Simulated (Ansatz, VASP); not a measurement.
# One calculation of B, two programs

Contents of INCAR:

```
  PREC = Accurate
  ENCUT = 520
  EDIFF = 1E-6
  ISMEAR = -1
  SIGMA = 0.1
  LREAL = False
  LASPH = True
  NELM = 80
  ALGO = Normal
  ISIF = 2
  LWAVE = False
  LCHARG = False
  NBANDS = 14
```

File KPOINTS:

```
Automatic mesh
0
Gamma
  24 24 3
```

File POSCAR:

```
B
1.0
    1.7615256390      0.0000000000      0.0000000000
   -0.8807628195      1.5255259528      0.0000000000
    0.0000000000      0.0000000000     14.4064581132
B
4
Direct
    0.0000000000      1.0000000000      0.0000000000
    0.0000000000      0.0000000000      0.5000000000
    0.3333333333      0.6666666667      0.2500000000
    0.6666666667      0.3333333333      0.7500000000
```

Input for Ansatz:

```yaml
crystal:
  lattice:
    - [1.761525639, 0.0, 0.0]
    - [-0.8807628195, 1.5255259528, 0.0]
    - [0.0, 0.0, 14.4064581132]
  atoms:
    - { symbol: B, position: [0.0, 1.0, 0.0] }
    - { symbol: B, position: [0.0, 0.0, 0.5] }
    - { symbol: B, position: [0.3333333333, 0.6666666667, 0.25] }
    - { symbol: B, position: [0.6666666667, 0.3333333333, 0.75] }
hamiltonian:
  xc: lda
  pseudopotentials:
    kind: paw
    azcp:
      B: "pseudopotentials/B.paw.azcp"
basis:
  ecutwfc: 420
  fft_grid_basis: typed
kpoints:
  mp_grid: { grid: [24, 24, 3], shift: [0, 0, 0] }
magnetization:
  spin_polarized: false
scf:
  occupations: { method: fermi_dirac, width: 0.1 }
  lower_state_search: "off"
output:
  stress: true
  write_density: true
  write_potential: true
  elf: true
  volumetric_format: npy
```

Alike in both runs: task single point; functional LDA; k mesh 24 × 24 × 3; occupations fermi-dirac, width 0.1 eV; no spin polarisation.

|  | VASP | Ansatz |
| --- | --- | --- |
| version | VASP 6.6.1 | Ansatz 0.2.0 |
| potentials or method | VASP PAW LDA potentials, release 64 (B) | plane waves (420 eV) with PAW, scalar-relativistic |
| plane-wave cutoff (eV) | 520 | 420 |
| valence electrons in the cell | 12 | 12 |

Ansatz gave:

```
pressure (GPa)                                  : -18.9
largest component of the traceless stress (GPa) : 17.75
```

Task: What did VASP give for the same quantities?

Result: Pressure (GPa): -18.9; largest component of the traceless stress (GPa): 17.63.

Ansatz warned: «pseudo_functional_mismatch».

Caveats: so large a pressure means that the cell lies far from this level's equilibrium, or that cutoff or potentials fall short (VASP).
